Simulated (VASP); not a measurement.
Set up this calculation in VASP 6.6.1, as the native input.

```yaml
Task: work function
Functional: PBE
Potentials_or_basis: VASP PAW PBE potentials, release 64 (B, N)
Cutoff: 520 eV
k_mesh: 12 × 12 × 1
Occupations: gaussian, width 0.05 eV
Spin: no spin polarisation
Dipole_correction: yes
Further_INCAR_settings: ALGO = Normal; EDIFF = 1e-06
```

The structure of BN lies in POSCAR:

```
BN
1.0
    2.5099983704      0.0000000000      0.0000000000
   -1.2549991852      2.1737223522      0.0000000000
    0.0000000000      0.0000000000     25.0350000000
B N
4 4
Direct
    0.0000000000      0.0000000000      0.2995805872
    0.3333333333      0.6666666666      0.4331935291
    0.0000000000      0.0000000000      0.5668064709
    0.3333333333      0.6666666666      0.7004194128
    0.6666666667      0.3333333334      0.2995805872
    0.0000000000      0.0000000000      0.4331935291
    0.6666666667      0.3333333334      0.5668064709
    0.0000000000      0.0000000000      0.7004194128
```

The cell isn't the ideal one: the (0 0 1) slab of BN, cut from the database cell, not relaxed.

These files were run (other wordings do the same):

INCAR

```
SYSTEM = BN
PREC     = Accurate       ! precision mode
ENCUT    = 520            ! plane-wave cutoff, eV
EDIFF    = 1E-6           ! SCF threshold, eV
ISMEAR   = 0              ! smearing method
SIGMA    = 0.05           ! smearing width, eV
LREAL    = .False.        ! projectors in reciprocal space
LASPH    = .True.         ! aspherical terms in the spheres
NELM     = 100            ! most SCF steps
ALGO     = Normal         ! electronic algorithm
ISIF     = 2              ! what is computed and relaxed
LWAVE    = .False.        ! write WAVECAR
LCHARG   = .True.         ! write CHGCAR
LDIPOL   = .True.       
IDIPOL   = 3            
DIPOL    = 0.5 0.5 0.500
GGA      = PE             ! functional
LELF     = .True.         ! ELF
LVHAR    = .True.       
LVACPOTAV= .True.
```

KPOINTS

```
Automatic mesh
0
Gamma
  12 12 1
  0 0 0
```

Potentials or basis: VASP PAW PBE potentials, release 64 (B, N).

Launch:

```sh
$ cat potpaw_PBE.64/B/POTCAR potpaw_PBE.64/N/POTCAR > POTCAR
$ mpirun -np 1 vasp_std > vasp.out
```

It gave:

The largest force is 0.062 eV/Å. The band gap on the k mesh is 4.37 eV, indirect (least direct gap 4.47 eV). The ionisation potential of the upper face is 5.74 eV.

Run time: 110 s on 1 thread of AMD EPYC 7R43 64-Core Processor (Zen 3), with other jobs on the host, peak memory 0.22 GiB.
